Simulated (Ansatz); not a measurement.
## BaTiO3: strain and displacement

```xyz
5
Lattice="3.9998 0.0000 0.0000 0.0000 3.9998 0.0000 0.0000 0.0000 4.0180" Properties=species:S:1:pos:R:3 pbc="T T T"
Ba    0.0000    0.0000    0.0000
Ti    1.9999    1.9999    1.9367
O     1.9999    1.9999    0.0643
O     1.9999    0.0000    2.0693
O     0.0000    1.9999    2.0693
```

Atoms are numbered in the order listed.

Conventional cell: a = 4.000 Å, b = 4.000 Å, c = 4.018 Å, α = 90.00°, β = 90.00°, γ = 90.00°. Ba (atom 1) is surrounded by 12 O at 2.79 to 2.88 Å. Ti (atom 2) has 6 O at 1.87 to 2.15 Å as nearest neighbours. Around O (atom 3) lie 2 Ti at 1.87 to 2.15 Å. O (atom 4) has 2 Ti at 2.00 Å as nearest neighbours.

The cell comes from COD entry 2100858, which wasn't checked; take it as a given geometry.

No spin–orbit coupling, which matters for the heavy atoms here.

Theory: DFT, PBEsol, all-electron LAPW, scalar-relativistic (Ansatz 0.2.0).

The runs use a Γ-centred 7×7×7 k mesh, Fermi–Dirac smearing of 0.08 eV, basis error target 1 meV/atom, no spin polarisation.

The unchanged cell is at -3.60 GPa.

x, y and z are the Cartesian axes of the cell as listed; fractional coordinates follow a strain, and an engineering shear is twice the off-diagonal strain component.

Problem. With this change (equal xy, yz and zx engineering shear strains of -2 %), what becomes of the energy and stress and forces and gap?

Solution. Energy change +6 meV/atom; stress change (xx, yy, zz, yz, xz, xy) 0.11, 0.11, 0.11, 2.34, 2.34, 2.43 GPa, compression positive; change of the force on Ti2 (0.047, 0.047, -0.006) eV/Å; gap on the k mesh 1.89 → 1.85 eV.

Problem. With this change (equal xy, yz and zx engineering shear strains of +1 %), what becomes of the energy and stress and forces and gap?

Solution. Energy change +1 meV/atom; stress change (xx, yy, zz, yz, xz, xy) 0.03, 0.03, 0.03, -1.15, -1.15, -1.20 GPa, compression positive; change of the force on Ti2 (-0.024, -0.024, -0.001) eV/Å; gap on the k mesh 1.89 → 1.88 eV.

Problem. With this change (equal xy, yz and zx engineering shear strains of +3 %), what becomes of the energy and stress and forces and gap?

Solution. Energy change +12 meV/atom; stress change (xx, yy, zz, yz, xz, xy) 0.25, 0.25, 0.24, -3.43, -3.43, -3.56 GPa, compression positive; change of the force on Ti2 (-0.071, -0.071, -0.013) eV/Å; gap on the k mesh 1.89 → 1.82 eV.
